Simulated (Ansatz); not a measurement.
# A series in volume per atom on LiH

Results calculated with Ansatz 0.2.0, not measured. Periodic Kohn-Sham DFT of a crystal at fixed atoms; Kohn-Sham levels at symmetry points; band -1 is the highest filled and +1 the lowest empty one at that point, spin up along a +z start moment.

Cell of the first row (space group Fm-3m, No. 225):
```
CELL_PARAMETERS angstrom
0.00000 1.99100 1.99100
1.99100 0.00000 1.99100
1.99100 1.99100 0.00000
ATOMIC_POSITIONS crystal
Li 0.00000 0.00000 0.00000
H 0.50000 0.50000 0.50000
```

Settings of every row: method all-electron LAPW; functional LDA; relativity scalar; k mesh 11x11x11; filling fermi-dirac; smearing width 0.03 eV; basis error target 1 meV/atom; nucleus gaussian.

Atom start moment: 0 on all atoms.

Limits: semilocal functionals tend to give too small a gap.

```
row  volume per atom (Å³)  band gap (eV)  smallest direct gap on path (eV)
  1                 7.893          2.598                             2.598
  2                 8.061          2.617                             2.617
  3                 8.228              ?                                 ?
  4                 8.312          2.645                             2.645
  5                 8.396          2.653                             2.653
  6                  8.48          2.661                             2.661
  7                 8.564          2.669                             2.669
  8                 8.732          2.685                             2.685
  9                   8.9          2.699                             2.699
```

Question: what band gap should row 3 give?

Worked fit of band gap. Take t = volume per atom − 8.4, in Å³. The shown rows have t = -0.507, -0.339, -0.088, -0.004, 0.08, 0.164, 0.332, 0.5. Least squares give band gap = 2.6534 + 0.1003 × t − 0.0179 × t² eV; a straight line predicts inner rows, each left out in turn, worse (root mean square 0.0016 against 0.00046 eV). The rows lie off it by 0.000, 0.000, 0.001, 0.000, 0.000, 0.000, 0.000, 0.000. The withheld row has t = -0.172, so the fit gives 2.6534 + 0.1003 × (-0.172) − 0.0179 × (-0.172)² = 2.636 eV.

The calculation gave 2.636 eV. The fit meets it to the printed digit.

The other values of row 3: smallest direct gap on path 2.636 eV.
